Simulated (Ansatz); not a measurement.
A run of Ansatz 0.2.0:

File input.yaml:

```yaml
crystal:
  lattice:
    - [0.0, 2.2535006075, 2.2535006075]
    - [2.2535006075, 0.0, 2.2535006075]
    - [2.2535006075, 2.2535006075, 0.0]
  atoms:
    - { symbol: Ga, position: [0.0, 0.0, 0.0] }
    - { symbol: "N", position: [0.25, 0.25, 0.25] }
hamiltonian:
  xc: mr2scan
  pseudopotentials: { kind: paw }
kpoints:
  mp_grid: { grid: [10, 10, 10] }
scf:
  occupations: { method: fermi_dirac, width: 0.05 }
output:
  forces: true
  stress: true
relax:
  f_tol: 0.01
  max_steps: 40
  cell: { stress_tol: 0.05 }
```

Potentials or basis: Ansatz PAW.

Command:

```sh
$ ansatz run input.yaml --threads 2 --pin off --max-ram 5120MiB --backend cpu --events-out ev --progress --plain --runs-dir out
```

Hardware: 2 threads of Intel(R) Xeon(R) Platinum 8375C CPU @ 2.90GHz (Ice Lake), on a shared host.

Task: Estimate the wall time of this run.

Result: Wall time 6.4 s on 2 threads of Intel(R) Xeon(R) Platinum 8375C CPU @ 2.90GHz (Ice Lake), with other jobs on the host, peak memory 0.43 GiB. Counts: scf iterations 23, plane waves 561, k points 47, bands 13, ion steps 4.
